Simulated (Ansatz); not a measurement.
**AlN: an axial (c/a) deformation path**

An exercise on one series of results from a longer session: the logs are not shown, and one member is left open.

Program: Ansatz 0.2.0. Level of theory: DFT PBEsol, scalar-relativistic, plane waves, PAW. These are calculated values, not measurements.

### The system as given

Symmetry: P6_3mc, No. 186, hexagonal system. Conventional cell: a = 3.111 Å, b = 3.111 Å, c = 4.978 Å, α = 90.00°, β = 90.00°, γ = 120.00°. Al (site symmetry 3m) has 4 N at 1.89 to 1.92 Å as nearest neighbours. N (site symmetry 3m) has 4 Al at 1.89 to 1.92 Å as nearest neighbours.

Structure file:

```xyz
4
Lattice="3.1110 0.0000 0.0000 -1.5555 2.6942 0.0000 0.0000 0.0000 4.9780" Properties=species:S:1:pos:R:3 pbc="T T T"
Al    0.0000    1.7961    0.0000
Al    1.5555    0.8981    2.4890
N     0.0000    1.7961    1.9165
N     1.5555    0.8981    4.4055
```

Source of the structure: the Crystallography Open Database.

Set-up of the first run:

The input, input.yaml:

```yaml
crystal:
  lattice:
    - [3.1110021516, 0.0, 0.0]
    - [-1.5555010758, 2.6942068945, 0.0]
    - [0.0, 0.0, 4.978]
  atoms:
    - { symbol: Al, position: [0.3333333333, 0.6666666667, 0.0] }
    - { symbol: Al, position: [0.6666666667, 0.3333333333, 0.5] }
    - { symbol: "N", position: [0.3333333333, 0.6666666667, 0.385] }
    - { symbol: "N", position: [0.6666666667, 0.3333333333, 0.885] }
basis:
  ecutwfc: 420
kpoints:
  mp_grid: { grid: [6, 6, 4] }
hamiltonian:
  xc: pbesol
scf:
  occupations: { method: gaussian, width: 0.1 }
output:
  forces: true
  stress: true
  eigenvalues: true
```

Command:

```
ansatz run input.yaml --threads 1 --pin off --max-ram 1228MiB --backend cpu --events-out ev --progress --plain --runs-dir out
```

Steps of the session up to this table: Quick check of gap, pressure and forces; Zero of the scan; Point ρ = 0.850; At ρ = 1.200; Point ρ = 0.920; At ρ = 1.100; ρ = 0.960; At ρ = 1.050; ρ = 0.800; At ρ = 1.300.

One table of the session follows, with a row left open; its other results are not shown here.

It belongs to the step «The scan collected». Collected from the runs (energy zero: the undisturbed cell):

| ρ | ΔE (meV/atom) | pressure (GPa) | gap on the mesh (eV) |
| --- | --- | --- | --- |
| 0.800 | 428.6 | 11.1 | 3.66 |
| 0.850 | 218.2 | 5.2 | 3.69 |
| 0.920 | 52.3 | 1.1 | 3.84 |
| 0.960 | 10.5 | 0.3 | 3.96 |
| 1.000 | 0.0 | 0.6 | 4.07 |
| 1.050 | 23.7 | 1.9 | 4.16 |
| 1.100 | ? | ? | ? |
| 1.200 | 276.7 | 11.1 | 3.01 |
| 1.300 | 549.9 | 20.0 | 1.79 |

Estimate the missing values for ρ = 1.100.

Worked estimate for «ΔE (meV/atom)». A straight line through the neighbours (1.050, 23.7) and (1.200, 276.7) gives 23.7 + (276.7 − 23.7) × (1.100 − 1.050) / (1.200 − 1.050) = 108.0; a parabola fitted to 4 rows on both sides gives 87.6.

**Answer.** ΔE (meV/atom): 81.4; pressure (GPa): 4.3; gap on the mesh (eV): 3.94. In «ΔE (meV/atom)» the line misses by +26.6 and the parabola by +6.2.
